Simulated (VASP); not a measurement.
A run of VASP 6.6.1 is set up as follows.

Contents of INCAR:

```
SYSTEM = SiH2S2
ALGO = Normal
EDIFF = 1E-6
ENCUT = 520
GGA = PE
ISIF = 2
ISMEAR = 0
IVDW = 2
LASPH = .TRUE.
LCHARG = .TRUE.
LELF = .TRUE.
LORBIT = 11
LREAL = .FALSE.
LVACPOTAV = .TRUE.
LVHAR = .TRUE.
LWAVE = .FALSE.
NELM = 80
PREC = Accurate
SIGMA = 0.01
```

Contents of KPOINTS:

```
k-points
0
G
  1 1 1
  0 0 0
```

The input POSCAR:

```
SiH2S2
1.0
   13.0000000000      0.0000000000      0.0000000000
    0.0000000000     12.0000000000      0.0000000000
    0.0000000000      0.0000000000     11.0000000000
S Si H
2 1 2
Direct
    0.4548153800      0.4133041700      0.4580227300
    0.6138307700      0.5917291700      0.5739681800
    0.4537000000      0.5793625000      0.5288409100
    0.3537384600      0.4117708300      0.4322136400
    0.6482615400      0.4907958300      0.5393045500
```

Potentials or basis: VASP PAW PBE potentials, release 64 (S, Si, H).

Run with:

```console
$ cat potpaw_PBE.64/S/POTCAR potpaw_PBE.64/Si/POTCAR potpaw_PBE.64/H/POTCAR > POTCAR
$ mpirun -np 1 vasp_gam > vasp.out
```

(1) Predict the Hirshfeld charges.

(2) Estimate the dispersion energy per atom.

(3) Predict the largest force.

(4) Predict the gap between the frontier levels.

## Answers

(1) S -0.10, -0.11; Si +0.12; H +0.05, +0.04 e.

(2) -0.002 eV.

(3) 0.316 eV/Å.

(4) 3.14 eV.
